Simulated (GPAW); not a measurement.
A run of GPAW 26.7.0 is set up as follows.

The input run.py:

```python
from ase.dft.bandgap import bandgap
from ase.io import read, write
from gpaw import GPAW, PW
from gpaw.response.df import DielectricFunction

atoms = read('POSCAR')
atoms.set_initial_magnetic_moments([4.0])

calc = GPAW(mode=PW(500),
            xc='LDA',
            kpts={'size': (10, 10, 10), 'gamma': True},
            occupations={'name': 'fermi-dirac', 'width': 0.05},
            nbands=12,
            convergence={'density': 0.0001},
            maxiter=150,
            txt='gpaw.txt')
atoms.calc = calc
energy = atoms.get_potential_energy()
calc.write('gs.gpw')
write('result.traj', atoms)
print(f'Energy: {energy:.6f} eV')
print('Moments:', calc.get_magnetic_moments().round(3))
print('Fermi level:', round(calc.get_fermi_level(), 4), 'eV')
print(f'Gap: {bandgap(calc)[0]:.4f} eV, direct: {bandgap(calc, direct=True)[0]:.4f} eV')

dense = calc.fixed_density(kpts={'size': (30, 30, 30), 'gamma': True},
                           nbands=18, convergence={'bands': 12, 'eigenstates': 1e-7},
                           update_fermi_level=True, txt='dense.txt')
dense.write('dense.gpw', mode='all')

df = DielectricFunction('dense.gpw', frequencies={'type': 'nonlinear', 'domega0': 0.05, 'omega2': 10},
                        eta=0.2, ecut=40, nbands=12, rate='eta', txt='df.txt')
for direction in ['x']:
    df.get_dielectric_function(xc='RPA', direction=direction, filename=f'df_{direction}.csv')
```

Contents of POSCAR:

```
Fe
1.0
   -1.4430000000      1.4430000000      1.4430000000
    1.4430000000     -1.4430000000      1.4430000000
    1.4430000000      1.4430000000     -1.4430000000
Fe
1
Direct
    0.0000000000      0.0000000000      0.0000000000
```

Potentials or basis: the program's PAW data sets (release 1.2.1) made for this functional, pw.

Run with:

```bash
$ OMP_NUM_THREADS=1 python run.py
```

Predict the site moments.

Fe +2.16 μB.

Estimate the band gap on the k mesh.

none (metal or under the smearing width).

Predict the net moment.

2.14 μB per cell.

Dielectric function (mean over the directions given):
| energy (eV) | real part | imaginary part |
| --- | --- | --- |
| 0.25 | -21.34 | 309.81 |
| 0.67 | -24.56 | 61.18 |
| 1.15 | -5.08 | 29.37 |
| 1.66 | 1.18 | 21.27 |
| 2.18 | 2.27 | 18.77 |
| 2.66 | -0.51 | 17.30 |
| 3.17 | -2.48 | 12.30 |
| 3.56 | -2.45 | 8.56 |
| 4.03 | -0.53 | 5.54 |
| 4.51 | 1.79 | 4.24 |
| 5.01 | 2.68 | 4.35 |
| 5.53 | 3.51 | 3.67 |
| 6.07 | 4.10 | 4.41 |
| 6.55 | 3.44 | 3.75 |
| 6.87 | 3.75 | 2.88 |
| 7.38 | 4.86 | 2.17 |
| 7.90 | 6.13 | 1.99 |
| 8.43 | 7.54 | 2.59 |
| 8.89 | 8.28 | 3.74 |
| 9.47 | 8.68 | 4.86 |
| 9.76 | 8.82 | 5.99 |
| 10.26 | 6.20 | 7.57 |
| 10.78 | 6.52 | 4.73 |
| 11.31 | 8.05 | 5.32 |
| 11.85 | 8.97 | 5.64 |
| 12.30 | 10.66 | 6.95 |
| 12.77 | 10.64 | 8.94 |
| 13.24 | 11.36 | 9.98 |
| 13.72 | 13.85 | 12.24 |
| 14.22 | 17.31 | 19.15 |
| 14.73 | 10.20 | 39.45 |
| 15.26 | -19.54 | 31.14 |
| 15.80 | -19.09 | 13.40 |
| 16.21 | -15.69 | 7.93 |
| 16.78 | -11.96 | 4.77 |
| 17.36 | -9.40 | 3.05 |
| 17.96 | -7.71 | 2.23 |
| 18.58 | -6.32 | 1.69 |
| 19.22 | -5.26 | 1.35 |
| 19.87 | -4.53 | 1.16 |

Caveat: the intraband term hangs on this k mesh; the long-wavelength limit can be off by several per cent where d states take part; independent-particle spectra lack excitons.
